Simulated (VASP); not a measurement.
# NaH (Fm-3m) in VASP: notebook

The runs below take NaH through single point, equation of state, with PBE, PBEsol.

Program: VASP 6.6.1. These are calculated values, not measurements. Logs are shortened: lines on timing, memory, paths and dates and some standing lists are left out, and cuts for length are marked.

**1. The structure**

Symmetry: Fm-3m, No. 225, cubic system. Conventional cell: a = 4.880 Å, b = 4.880 Å, c = 4.880 Å, α = 90.00°, β = 90.00°, γ = 90.00°. Na (site symmetry m-3m) has 6 H at 2.44 Å as nearest neighbours. H (site symmetry m-3m) is surrounded by 6 Na at 2.44 Å.

**2. Single point, PBE**

Contents of INCAR:

```
PREC = Accurate
ENCUT = 520
EDIFF = 1E-7
ISMEAR = -1
SIGMA = 0.05
LREAL = F
LASPH = T
NELM = 100
ALGO = Normal
ISIF = 2
LWAVE = F
LCHARG = F
GGA = PE
NBANDS = 11
```

Contents of KPOINTS:

```
regular mesh
0
Gamma
  9 9 9
```

Contents of POSCAR:

```
NaH
1.0
    0.0000000000      2.4400000000      2.4400000000
    2.4400000000      0.0000000000      2.4400000000
    2.4400000000      2.4400000000      0.0000000000
Na H
1 1
Direct
    0.0000000000      0.0000000000      0.0000000000
    0.5000000000      0.5000000000      0.5000000000
```

Potentials or basis: VASP PAW PBE potentials, release 64 (Na_pv, H).

Started as:

```sh
$ cat potpaw_PBE.64/Na_pv/POTCAR potpaw_PBE.64/H/POTCAR > POTCAR
$ mpirun -np 1 vasp_std > vasp.out
```

OUTCAR:

```text
PREC = Accurate
   ENCUT = 520
   EDIFF = 1E-7
   ISMEAR = -1
   LREAL = F
   LASPH = T
   NELM = 100
   ISIF = 2
   GGA = PE

 ion  position               nearest neighbor table
   1  0.000  0.000  0.000-
   2  0.500  0.500  0.500-

  LATTYP: Found a face centered cubic cell.
 ALAT       =     4.8800000000

  Lattice vectors:

 A1 = (   0.0000000000,   2.4400000000,   2.4400000000)
 A2 = (   2.4400000000,   0.0000000000,   2.4400000000)
 A3 = (   2.4400000000,   2.4400000000,   0.0000000000)

Analysis of symmetry for initial positions (statically):
=====================================================================
 Subroutine PRICEL returns:
 Original cell was already a primitive cell.

 Routine SETGRP: Setting up the symmetry group for a
 face centered cubic supercell.

 Subroutine GETGRP returns: Found 48 space group operations
 (whereof 48 operations were pure point group operations)
 out of a pool of 48 trial point group operations.

The static configuration has the point symmetry O_h .

Analysis of symmetry for dynamics (positions and initial velocities):
=====================================================================
 Subroutine PRICEL returns:
 Original cell was already a primitive cell.

 Routine SETGRP: Setting up the symmetry group for a
 face centered cubic supercell.

 Subroutine GETGRP returns: Found 48 space group operations
 (whereof 48 operations were pure point group operations)
 out of a pool of 48 trial point group operations.

The dynamic configuration has the point symmetry O_h .

 Subroutine INISYM returns: Found 48 space group operations
 (whereof 48 operations are pure point group operations),
 and found     1 'primitive' translations

----------------------------------------------------------------------------------------

                                     Primitive cell

  volume of cell :      29.0536

  direct lattice vectors                    reciprocal lattice vectors
     0.000000000  2.440000000  2.440000000    -0.204918033  0.204918033  0.204918033
     2.440000000  0.000000000  2.440000000     0.204918033 -0.204918033  0.204918033
     2.440000000  2.440000000  0.000000000     0.204918033  0.204918033 -0.204918033

  length of vectors
     3.450681092  3.450681092  3.450681092     0.354928444  0.354928444  0.354928444

  position of ions in fractional coordinates (direct lattice)
     0.000000000  0.000000000  0.000000000
     0.500000000  0.500000000  0.500000000

  ion indices of the primitive-cell ions
   primitive index   ion index
                 1           1
                 2           2

----------------------------------------------------------------------------------------

 KPOINTS: regular mesh

Automatic generation of k-mesh.
 Grid dimensions read from file:
 generate k-points for:    9    9    9

 Generating k-lattice:

  Cartesian coordinates                     Fractional coordinates (reciprocal lattice)
    -0.022768670  0.022768670  0.022768670     0.111111111  0.000000000  0.000000000
     0.022768670 -0.022768670  0.022768670     0.000000000  0.111111111  0.000000000
     0.022768670  0.022768670 -0.022768670     0.000000000  0.000000000  0.111111111

  Length of vectors
     0.039436494  0.039436494  0.039436494

  Shift w.r.t. Gamma in fractional coordinates (k-lattice)
     0.000000000  0.000000000  0.000000000

 Subroutine IBZKPT returns following result:
 ===========================================

 Found     35 irreducible k-points:

 Following reciprocal coordinates:
            Coordinates               Weight
  0.000000  0.000000  0.000000      1.000000
  0.111111  0.000000  0.000000      8.000000
  0.222222  0.000000  0.000000      8.000000
  0.333333  0.000000  0.000000      8.000000
  0.444444  0.000000  0.000000      8.000000
  0.111111  0.111111  0.000000      6.000000
[... 27 lines left out ...]
 -0.333333  0.444444  0.111111     24.000000
 -0.333333  0.444444  0.222222     24.000000
   k-points           NKPTS =     35   k-points in BZ     NKDIM =     35   number of bands    NBANDS=     11
   number of dos      NEDOS =    301   number of ions     NIONS =      2
   total plane-waves  NPLWV =  21952
   dimension x,y,z NGX =    28 NGY =   28 NGZ =   28
   dimension x,y,z NGXF=    56 NGYF=   56 NGZF=   56
   ions per type =               1   1
   NGX,Y,Z   is equivalent  to a cutoff of  13.49, 13.49, 13.49 a.u.
   NGXF,Y,Z  is equivalent  to a cutoff of  26.98, 26.98, 26.98 a.u.
 SYSTEM =  unknown system
   PREC   = accura    normal or accurate (medium, high low for compatibility)
   ISTART =      0    job   : 0-new  1-cont  2-samecut
   ICHARG =      2    charge: 1-file 2-atom 10-const
   ISPIN  =      1    spin polarized calculation?
   LNONCOLLINEAR =      F non collinear calculations
   LSORBIT =      F    spin-orbit coupling
   LASPH  =      T    aspherical Exc in radial PAW
   ENCUT  =  520.0 eV  38.22 Ry    6.18 a.u.   6.42  6.42  6.42*2*pi/ulx,y,z
   NELM   =    100;   NELMIN=  2; NELMDL= -5     # of ELM steps
   EDIFF  = 0.1E-06   stopping-criterion for ELM
   LREAL  =      F    real-space projection
   EDIFFG = 0.1E-05   stopping-criterion for IOM
   NSW    =      0    number of steps for IOM
   IBRION =     -1    ionic relax: 0-MD 1-quasi-New 2-CG
   NFREE  =      0    steps in history (QN), initial steepest desc. (CG)
   ISIF   =      2    stress and relaxation
   ISYM   =      2    0-nonsym 1-usesym 2-fastsym
   POTIM  = 0.5000    time-step for ionic-motion
   TEBEG  =    0.0;   TEEND  =   0.0 temperature during run
   PSTRESS=    0.0 pullay stress
   NELECT =       8.0000    total number of electrons
   NUPDOWN=      -1.0000    fix difference up-down
   EMIN   =  10.00;   EMAX   =-10.00  energy-range for DOS
   EFERMI =   0.00;   METHOD = LEGACY
   ISMEAR =    -1;   SIGMA  =   0.05  broadening in eV -4-tet -1-fermi 0-gaus
   EFERMI_NEDOS =   21; number of points for ismear=-14 and -15
   IALGO  =     38    algorithm
   IMIX   =      4    mixing-type and parameters
     AMIX     =   0.40;   BMIX     =  1.00
     AMIX_MAG =   1.60;   BMIX_MAG =  1.00
  volume/ion in A,a.u.               =      14.53        98.03
  Fermi-wavevector in a.u.,A,eV,Ry     =   1.065054  2.012660 15.433636  1.134340
  Thomas-Fermi vector in A             =   2.200593
   LORBIT       =      0    0 simple, 1 ext, 2 COOP (PROOUT), +10 PAW based schemes
   GGA     = PE    functional components
   LHFCALC =     F    Hartree Fock is set to
   AEXX    =    0.0000 exact exchange contribution
   IVDW    =     0    specifies the selected vdW correction
   LEPSILON=     F    determine dielectric tensor
   LRPA    =     F    only Hartree local field effects (RPA)
 non-spin polarized calculation
  energy-cutoff  :      520.00
  volume of cell :       29.05
 maximum number of plane-waves:       797
 NGX is ok and might be reduce to    28
   NGX = 13   NGY = 13   NGZ = 13

 number of electron       8.0000008 magnetization

 Free energy of the ion-electron system (eV)
  ---------------------------------------------------
  ext. energy  EPLUGINS =         0.00000000
  ---------------------------------------------------
  free energy    TOTEN  =        -5.08604827 eV

  energy without entropy =       -5.08604827  energy(sigma->0) =       -5.08604827

 E-fermi :  -0.1215     XC(G=0):  -7.6722

 val. band max:       -1.2676830616   @ k =  -0.3333   0.4444   0.1111
 cond. band min:       2.7417012936   @ k =  -0.4444   0.1111   0.0000
 fundamental gap:      4.0093843552
 Fermi energy:        -0.1214752161

 k-point     1 :       0.0000    0.0000    0.0000
  band No.  band energies     occupation
      1     -23.3596      2.00000
      2     -23.3596      2.00000
      3     -23.3596      2.00000
      4      -4.7405      2.00000
      5       8.9585      0.00000
      6      14.1803      0.00000
      7      14.1803      0.00000
      8      14.1803      0.00000
      9      14.9678      0.00000
     10      14.9678      0.00000
     11      14.9678      0.00000

 k-point     2 :       0.1111    0.0000    0.0000
  band No.  band energies     occupation
      1     -23.3697      2.00000
      2     -23.3609      2.00000
      3     -23.3609      2.00000
      4      -4.5332      2.00000
      5       8.2929      0.00000
      6      11.8473      0.00000
      7      13.4646      0.00000
      8      13.4646      0.00000
      9      15.8553      0.00000
     10      15.8553      0.00000
     11      15.9715      0.00000

 k-point     3 :       0.2222    0.0000    0.0000
  band No.  band energies     occupation
      1     -23.3949      2.00000
      2     -23.3639      2.00000
      3     -23.3639      2.00000
      4      -3.9359      2.00000
      5       6.4335      0.00000
      6      10.3398      0.00000
      7      12.7340      0.00000
      8      12.7340      0.00000
      9      16.1194      0.00000
     10      16.1194      0.00000
     11      17.0380      0.00000

 k-point     4 :       0.3333    0.0000    0.0000
  band No.  band energies     occupation
      1     -23.4232      2.00000
      2     -23.3674      2.00000
      3     -23.3674      2.00000
      4      -3.0481      2.00000
      5       4.2892      0.00000
      6       9.6762      0.00000
      7      12.2574      0.00000
      8      12.2575      0.00000
      9      15.3807      0.00000
     10      15.3807      0.00000
     11      17.5164      0.00000
[... 393 lines left out ...]
 k-point    33 :      -0.4444    0.4444    0.1111
  band No.  band energies     occupation
      1     -23.4287      2.00000
      2     -23.3930      2.00000
      3     -23.3879      2.00000
      4      -1.4596      2.00000
      5       3.7839      0.00000
      6       6.8023      0.00000
      7       8.0678      0.00000
      8      11.9508      0.00000
      9      12.3425      0.00000
     10      19.8674      0.00000
     11      22.0720      0.00000

 k-point    34 :      -0.3333    0.4444    0.1111
  band No.  band energies     occupation
      1     -23.4222      2.00000
      2     -23.4038      2.00000
      3     -23.3866      2.00000
      4      -1.2677      2.00000
      5       4.0517      0.00000
      6       5.3934      0.00000
      7       7.9673      0.00000
      8      12.4431      0.00000
      9      14.7159      0.00000
     10      19.2479      0.00000
     11      19.4794      0.00000

 k-point    35 :      -0.3333    0.4444    0.2222
  band No.  band energies     occupation
      1     -23.4173      2.00000
      2     -23.4067      2.00000
      3     -23.3877      2.00000
      4      -1.2970      2.00000
      5       4.3647      0.00000
      6       5.1441      0.00000
      7       7.3910      0.00000
      8      14.5545      0.00000
      9      15.4170      0.00000
     10      16.6308      0.00000
     11      18.8430      0.00000

------------------------ aborting loop because EDIFF is reached ----------------------------------------

  FORCE on cell =-STRESS in cart. coord.  units (eV):
  Direction    XX          YY          ZZ          XY          YZ          ZX
  --------------------------------------------------------------------------------------
  -------------------------------------------------------------------------------------
  Total       -0.1249226     -0.1249226     -0.1249226     -0.0000000     -0.0000000     -0.0000000
  in kB       -6.8889330     -6.8889330     -6.8889330     -0.0000000     -0.0000000     -0.0000000
  external PRESSURE =      -6.8889330 kB  Pullay stress =       0.0000000 kB

 VOLUME and BASIS-vectors are now :
 -----------------------------------------------------------------------------
  energy-cutoff  :      520.00
  volume of cell :       29.05
      direct lattice vectors                 reciprocal lattice vectors
     0.000000000  2.440000000  2.440000000    -0.204918033  0.204918033  0.204918033
     2.440000000  0.000000000  2.440000000     0.204918033 -0.204918033  0.204918033
     2.440000000  2.440000000  0.000000000     0.204918033  0.204918033 -0.204918033

 POSITION                                       TOTAL-FORCE (eV/Angst)
 -----------------------------------------------------------------------------------
      0.00000      0.00000      0.00000        -0.000000      0.000000      0.000000
      2.44000      2.44000      2.44000         0.000000     -0.000000     -0.000000
 -----------------------------------------------------------------------------------
    total drift:                               -0.000000     -0.000000     -0.000000

  FREE ENERGIE OF THE ION-ELECTRON SYSTEM (eV)
  ---------------------------------------------------
  free  energy   TOTEN  =        -5.0860482671 eV

  energy  without entropy=       -5.0860482671  energy(sigma->0) =       -5.08604827
```

Wall time 14 s (1 thread of Intel Xeon Platinum 8488C (Sapphire Rapids), shared host); peak memory 0.15 GiB.

Results:

| Item | Value |
| --- | --- |
| Free energy | -5.0860 eV |
| Pressure | -0.7 GPa |
| Band gap on the k mesh | 4.01 eV, indirect (least direct gap 4.70 eV) |

Levels at points of the mesh, in eV from the valence-band top:
```csv
k point,band 2,band 3,band 4,band 5,band 6,band 7
"(0.00, 0.00, 0.00)",-22.09,-22.09,-3.47,10.23,15.45,15.45
```

Caveat: an odd mesh through Γ misses points on the zone boundary, where band edges often lie.

**3. Single point, PBE (atoms moved at random, drawn with an rms of 0.05 Å)**

Contents of INCAR:

```
PREC = Accurate ; ENCUT = 520
EDIFF = 1E-7 ; ISMEAR = -1
SIGMA = 0.05 ; LREAL = False
LASPH = True ; NELM = 60
ALGO = Normal ; ISIF = 2
LWAVE = False ; LCHARG = False
GGA = PE ; NBANDS = 11
```

KPOINTS is that of step 2.

Contents of POSCAR:

```
NaH
1.0
    0.0000000000      2.4400000000      2.4400000000
    2.4400000000      0.0000000000      2.4400000000
    2.4400000000      2.4400000000      0.0000000000
Na H
1 1
Direct
   -0.0125970000      0.0013660000      0.0060060000
    0.5005580000      0.4984190000      0.5048660000
```

Potentials or basis: VASP PAW PBE potentials, release 64 (Na_pv, H).

Started as:

```sh
$ cat potpaw_PBE.64/Na_pv/POTCAR potpaw_PBE.64/H/POTCAR > POTCAR
$ mpirun -np 1 vasp_std > vasp.out
```

Run time: 98 s. Hardware: 1 thread of Intel Xeon Platinum 8488C (Sapphire Rapids), shared host; peak memory 0.23 GiB.

The run converged. Its results:

```yaml
Free_energy: -5.0854 eV
Pressure: -0.7 GPa
Largest_force: 0.031 eV/Å
Band_gap_on_the_k_mesh: 4.01 eV, indirect (least direct gap 4.70 eV)
```

Forces in eV/Å, atoms in the order of the input:
```
Na  -0.008  0.023  0.019
H    0.008 -0.023 -0.019
```

Levels at points of the mesh, in eV from the valence-band top:
| k point | band 2 | band 3 | band 4 | band 5 | band 6 | band 7 |
| --- | --- | --- | --- | --- | --- | --- |
| (0.00, 0.00, 0.00) | -22.09 | -22.09 | -3.47 | 10.22 | 15.44 | 15.44 |

Caveat: an odd mesh through Γ misses points on the zone boundary, where band edges often lie.

(Continued in part 2 of 3.)
